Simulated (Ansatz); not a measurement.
# AlN: the cost of one run

Method: DFT LDA, scalar-relativistic, in Ansatz 0.2.0.

## Step 1: The structure to begin with

The structure is cubic, space group Fm-3m (No. 225). The conventional cell has a = 3.956 Å, b = 3.956 Å, c = 3.956 Å, α = 90.00°, β = 90.00°, γ = 90.00°. Al (site symmetry m-3m) has 6 N at 1.98 Å as nearest neighbours. Around N (site symmetry m-3m) lie 6 Al at 1.98 Å.

Coordinates:

```xyz
2
Lattice="0.0000 1.9780 1.9780 1.9780 0.0000 1.9780 1.9780 1.9780 0.0000" Properties=species:S:1:pos:R:3 pbc="T T T"
Al    0.0000    0.0000    0.0000
N     1.9780    1.9780    1.9780
```

Atoms are numbered in the order of the input: Al1, N2.

## Step 2: The deformed structure

Space group Fm-3m before, R-3m after.

## Step 3: Full-potential LAPW

input.yaml

```yaml
crystal:
  lattice:
    - [0.01978, 1.98789, 1.98789]
    - [1.98789, 0.01978, 1.98789]
    - [1.98789, 1.98789, 0.01978]
  atoms:
    - { symbol: Al, position: [0.0, 0.0, 0.0] }
    - { symbol: "N", position: [0.5, 0.5, 0.5] }
kpoints:
  mp_grid: { grid: [10, 10, 10] }
  band_path:
    path:
      - [0.0, 0.0, 0.0]
      - [0.5, 0.5, 0.5]
      - [0.247543133, 0.5, 0.752456867]
      - [-0.247543133, 0.247543133, 0.5]
      - [0.0, 0.0, 0.5]
      - [0.0, 0.0, 0.0]
      - [-0.3737715665, 0.0, 0.3737715665]
      - [0.0, 0.3737715665, 0.6262284335]
      - [0.0, 0.5, 0.5]
    npoints: 5
scf:
  occupations: { method: fermi_dirac, width: 0.02 }
hamiltonian:
  xc: lda
  pseudopotentials: { kind: all_electron, lapw: { basis_error: 0.001 } }
output:
  forces: true
  stress: true
  eigenvalues: true
```

Run with:

```console
> ansatz run input.yaml --threads 1 --pin off --max-ram 3072MiB --backend cpu --events-out ev --progress --plain --runs-dir out
```

**Question.** How long does this run take on 1 thread of Intel Xeon 6975P-C (Granite Rapids), shared host, and how much memory does it need?

About 7.2 s, with a peak of 0.36 GiB.
